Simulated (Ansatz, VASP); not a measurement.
# Na in VASP and in Ansatz

```xyz
2
Lattice="3.7670 0.0000 0.0000 -1.8835 3.2623 0.0000 0.0000 0.0000 6.3386" Properties=species:S:1:pos:R:3 pbc="T T T"
Na    0.0000    2.1749    1.5847
Na    1.8835    1.0874    4.7540
```

Change from the starting cell: zz strain of +3 %.

Alike in both runs: task single point; functional PBE; k mesh 13 × 13 × 7; occupations fermi-dirac, width 0.05 eV; no spin polarisation.

|  | VASP | Ansatz |
| --- | --- | --- |
| version | VASP 6.6.1 | Ansatz 0.2.0 |
| potentials or method | VASP PAW PBE potentials, release 64 (Na_pv), cutoff 520 eV | all-electron LAPW, scalar-relativistic |

```tsv
	VASP	Ansatz	Ansatz less VASP
pressure (GPa)	-0.3	-0.3	0.00
largest component of the traceless stress (GPa)	0.13	0.13	-0.004
```

Ansatz ran all-electron here, so the differences hold the error of VASP's frozen core and of both bases.
